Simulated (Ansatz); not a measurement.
# FeGe (P6/mmm): equation of state

One table from this session's results is given with a row withheld; the runs are named, their logs left out.

Program: Ansatz 0.2.0. Level of theory: DFT PBE, scalar-relativistic, plane waves, PAW. These are calculated values, not measurements.

Spin polarisation is switched off on purpose; where the compound carries moments, volume, stiffness and gap are then not the real material's.

**The structure to begin with**

Symmetry: P6/mmm, No. 191, hexagonal system. The conventional cell has a = 4.994 Å, b = 4.994 Å, c = 3.916 Å, α = 90.00°, β = 90.00°, γ = 120.00°. Around Fe (site symmetry mmm) lie 6 Ge at 2.43 to 2.50 Å and 4 Fe at 2.50 Å. Ge (site symmetry 6/mmm) is surrounded by 6 Fe at 2.50 Å. Around Ge (site symmetry -6m2) lie 6 Fe at 2.43 Å.

As a file:

```xyz
6
Lattice="4.9939 0.0000 0.0000 -2.4970 4.3248 0.0000 0.0000 0.0000 3.9158" Properties=species:S:1:pos:R:3 pbc="T T T"
Fe    2.4970    0.0000    0.0000
Fe    1.2485    2.1624    0.0000
Fe   -1.2485    2.1624    0.0000
Ge    0.0000    0.0000    0.0000
Ge    0.0000    2.8832    1.9579
Ge    2.4970    1.4416    1.9579
```

An earlier run at PBE left this cell at 14.096 Å³/atom and 0.01 GPa (10×10×10 mesh).

Volume factors to run: 0.980, 1.020, 0.960, 1.040.

The first run:

File input.yaml:

```yaml
crystal:
  lattice:
    - [4.9603830343, 0.0, 0.0]
    - [-2.4801915171, 4.2958177202, 0.0]
    - [0.0, 0.0, 3.8895623351]
  atoms:
    - { symbol: Fe, position: [0.5, 0.0, 0.0] }
    - { symbol: Fe, position: [0.5, 0.5, 0.0] }
    - { symbol: Fe, position: [0.0, 0.5, 0.0] }
    - { symbol: Ge, position: [0.0, 0.0, 0.0] }
    - { symbol: Ge, position: [0.3333333333, 0.6666666667, 0.5] }
    - { symbol: Ge, position: [0.6666666667, 0.3333333333, 0.5] }
basis:
  ecutwfc: 420
  ecutrho_ratio: 4
kpoints:
  mp_grid: { grid: [10, 10, 10] }
hamiltonian:
  xc: pbe
scf:
  occupations: { method: gaussian, width: 0.05 }
output:
  forces: true
  stress: true
  eigenvalues: true
relax:
  f_tol: 0.01
  max_steps: 40
  cell: { stress_tol: 0.1, fix: [volume] }
```

Launch:

```
> ansatz run input.yaml --threads 2 --pin off --max-ram 5120MiB --backend cpu --events-out ev --progress --plain --runs-dir out
```

Steps of the session up to this table: At 0.980 of the relaxed volume; Scaling the volume by 1.020; Volume × 0.960; Scaling the volume by 1.040.

One of the session's tables, all rows but one given; the rest of the session is left out.

It belongs to the step «Energy and pressure against volume». 

```
volume (Å³/atom)  energy (meV/atom)  pressure (GPa)
          13.532              12.36            7.38
          13.814                  ?               ?
          14.096               0.00            0.01
          14.378               2.84           -3.09
          14.659              10.84           -5.86
```

Estimate the missing values for volume (Å³/atom) = 13.814.

Worked estimate for «energy (meV/atom)». A straight line through the neighbours (13.532, 12.36) and (14.096, 0.00) gives 12.36 + (0.00 − 12.36) × (13.814 − 13.532) / (14.096 − 13.532) = 6.18; a parabola fitted to 3 rows on both sides gives 3.17.

The run gave: energy (meV/atom): 2.95; pressure (GPa): 3.49. In «energy (meV/atom)» the line misses by +3.23 and the parabola by +0.22.
